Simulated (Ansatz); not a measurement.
The system is Ni.

```
CELL_PARAMETERS angstrom
0.00000 1.73757 1.73757
1.73757 0.00000 1.73757
1.73757 1.73757 0.00000
ATOMIC_POSITIONS crystal
Ni 0.00000 0.00000 0.00000
```

Base run:

| Item | Value |
| --- | --- |
| Program | Ansatz 0.2.0 |
| Functional | PBE |
| Potentials or basis | all-electron LAPW, scalar-relativistic |
| Cutoff | 320 eV |
| Density cutoff | 1279 eV |
| Basis error allowed | 0.001 eV/atom |
| k mesh | 13 × 13 × 13 |
| Occupations | fermi-dirac, width 0.05 eV |
| Spin | collinear spin, ferromagnetic start |
| Starting moments | [1.0] μB |

Its results: pressure 8.1 GPa; net moment 0.63 μB per cell; site moments Ni +0.65 μB.

Problem. The run is repeated on the same cell with these changes: functional from PBE to RPBE. What comes out?

Solution. Pressure 13.9 GPa; net moment 0.63 μB per cell; site moments Ni +0.66 μB.

RPBE binds less tightly than PBE, so the same cell stands under more pressure.

Not every run made on this cell is shown here.
